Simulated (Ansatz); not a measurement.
This log comes from Ansatz, run on a 10-atom cell of Ga2O3 (C2/m) from a materials database. The cell was relaxed with r2SCAN and then strained (epitaxial +3.0 % in the xy plane, free normal strain -1.66 %), with the atoms relaxed again with r2SCAN; k points keep the names of the unstrained zone.

Structure:
```
Ga O
1.0
     6.31124   -1.56514   -0.00257
     6.31124    1.56514   -0.00257
    -1.42515    0.00000    5.54754
Ga O
4 6
Direct
  0.34169 0.34169 0.68693
  0.65831 0.65831 0.31307
  0.91426 0.91426 0.21235
  0.08574 0.08574 0.78765
  0.50288 0.50288 0.73994
  0.49712 0.49712 0.26006
  0.82501 0.82501 0.43184
  0.17499 0.17499 0.56816
  0.15822 0.15822 0.10850
  0.84178 0.84178 0.89150
```

Abridged output:
```
scf.n_extra_bands = 6 over 44 filled bands (N_el = 88.0): the run solves 50 bands
Pseudopotential: Ga, paw, valence charge 13, recommended cutoff 420 eV (normal)
Pseudopotential: O, paw, valence charge 6, recommended cutoff 420 eV (normal)
Functional definition: HSE06
Crystal: 10 atoms, lattice volume = 109.586 Å³
Basis set: ecut = 420 eV, 2145 PW (Γ), FFT grids on a1−a2, a2, a3
Bands: 50, of which v1, the nominal top of the filled ones, is band 44 counted from 1 (43 counted from 0)
Symmetry: 4 space group operations
Space group: C2/m (ITA 12)
k-points: 47 of 144
[warm-up without exact exchange]
SCF 1 stopped early in 2 iterations: F = -18540.039581 eV  dr2 = 2.83e-4
[exact exchange on]
Exchange kernel: α = 0.2500, screened, ω = 0.2079 Å⁻¹, Wigner–Seitz truncation, v(0) = 1045.8095 eV·Å³, q-mesh 6×6×4
preconditioner: auto → none  [insulator: Δε(μ)=3.625 eV  ℏωp=33.3 eV]
SCF 2 stopped early in 7 iterations: F = -18541.252104 eV  dr2 = 7.42e-6
hybrid outer 1: dexx = +5.269e-2 eV, tail = 2.07e-4 eV
SCF 3 converged in 6 iterations: F = -18541.250200 eV  dr2 = 5.35e-10
hybrid outer 2: dexx = +3.368e-6 eV, tail = 7.14e-8 eV, Δε = 3.36e-3 eV, ΔF = 5.29e-3 eV/Å
hybrid SCF converged: 2 outer / 13 inner (+2 warm-up)
Free energy (F): -18541.250199 eV
Fermi energy:    6.419267 eV
--- Forces (eV/Å), atoms counted from 1 ---
  atom   1  Ga    -0.01756      0.00000      0.01640
  atom   2  Ga      0.01756      0.00000    -0.01640
  atom   3  Ga      0.00549      0.00000    -0.01337
  atom   4  Ga    -0.00549      0.00000      0.01337
  atom   5  O       0.04803      0.00000      0.00456
  atom   6  O     -0.04803      0.00000    -0.00456
  atom   7  O       0.00986      0.00000    -0.01063
  atom   8  O     -0.00986      0.00000      0.01063
  atom   9  O     -0.05331      0.00000      0.00258
  atom  10  O       0.05331      0.00000    -0.00258
--- Stress (GPa, compression-positive) ---
       -8.238537       0.000000       0.122069
        0.000000     -12.238569       0.000000
        0.122069       0.000000       0.173143
  P = ⅓ Tr σ = -6.7680 GPa (-67.680 kbar)
--- Band table (eV; the first three rows and the last of 47) ---
  k-point 0: bands = […, 5.2842, 5.6021, 5.6239, 5.8410, 6.0206, 6.4193, 10.0962, 13.8121, 14.2814, 14.5296, …]
  k-point 1: bands = […, 5.0241, 5.4902, 5.6487, 5.7128, 5.9130, 6.0193, 10.9955, 13.8412, 14.2614, 14.6112, …]
  k-point 2: bands = […, 4.8547, 4.9203, 5.6684, 5.7046, 5.7821, 5.9702, 12.3442, 12.8146, 14.4920, 15.0583, …]
  k-point 46: bands = […, 5.4184, 5.5898, 5.6028, 5.6492, 5.7822, 6.2836, 12.9619, 13.0362, 14.0237, 14.3472, …]
```

bands.tsv, columns around the gap (it counts bands from 0):
```tsv
# k_distance	band_39	band_40	band_41	band_42	band_43	band_44	band_45	band_46	band_47
# fermi_ev = 6.419267
# [0, 0, 0] at k_distance = 0.000000
# [-0.266303588, 0.266303588, 0] at k_distance = 1.069061
# [-0.733696412, -0.266303588, 0] at k_distance = 1.599462
# [-0.5, -0.5, 0] at k_distance = 2.537623
# [-0.5, -0.5, 0.5] at k_distance = 3.103986
# [-0.7419050365, -0.2580949635, 0.5] at k_distance = 4.075100
# [-0.2580949635, 0.2580949635, 0.5] at k_distance = 4.593188
# [0, 0, 0.5] at k_distance = 5.629296
# [-0.5, 0, 0.5] at k_distance = 6.665289
# [-0.057292, 0.057292, 0] at k_distance = 7.620668
# levels_relative_to = fermi_ev
0.000	-0.817	-0.795	-0.578	-0.399	0.000	3.677	7.393	7.862	8.110
1.069	-0.970	-0.894	-0.685	-0.598	-0.163	7.384	8.258	8.395	8.914
1.599	-0.970	-0.894	-0.685	-0.598	-0.163	7.384	8.258	8.395	8.914
2.538	-1.067	-0.820	-0.802	-0.679	-0.127	5.887	6.201	7.002	8.056
3.104	-0.829	-0.816	-0.770	-0.637	-0.136	6.543	6.617	7.604	7.928
4.075	-1.396	-1.319	-1.039	-0.962	-0.765	8.453	8.647	9.080	9.964
4.593	-1.396	-1.319	-1.039	-0.962	-0.765	8.453	8.647	9.080	9.964
5.629	-1.499	-0.751	-0.715	-0.637	-0.449	5.925	6.395	8.073	8.639
6.665	-1.352	-1.272	-1.183	-0.868	-0.771	8.448	8.481	9.561	9.591
7.621	-1.151	-0.955	-0.607	-0.485	-0.004	4.376	7.709	8.340	8.350
```
In order the rows are Γ, C, C₂, Y₂, M₂, D, D₂, A, L₂, Γ–C (0.22).

Question: Reconstruct the input.

Answer:
```yaml
crystal:
  # lattice and atoms as above
kpoints:
  mp_grid: { grid: [6, 6, 4] }
  band_path:
    path:
      - [0.0, 0.0, 0.0]
      - [-0.266303588, 0.266303588, 0.0]
      - [-0.733696412, -0.266303588, 0.0]
      - [-0.5, -0.5, 0.0]
      - [-0.5, -0.5, 0.5]
      - [-0.7419050365, -0.2580949635, 0.5]
      - [-0.2580949635, 0.2580949635, 0.5]
      - [0.0, 0.0, 0.5]
      - [-0.5, 0.0, 0.5]
      - [-0.057292, 0.057292, 0.0]
    npoints: 1
hamiltonian:
  xc: hse06
scf:
  occupations: { method: fixed }
  n_extra_bands: 6
output:
  forces: true
  stress: true
  eigenvalues: true
```
The exchange loop shows exact exchange. A single point prints forces and stress when the output block asks for them. Not every key shows in the log; this is the file that was used.

It took 110 s on 1 × NVIDIA H100 80GB HBM3 with 2 threads of AMD EPYC 7R13 Processor (Zen 3), with other jobs on the host, load about 1.6 per core; peak host memory 5.1 GiB.

The values are computed, spin-unpolarised, and not measurements.

The stress of a hybrid is loosely converged in these runs.

The meshes of the hybrids are coarse, so their gaps aren't converged to the digits shown.
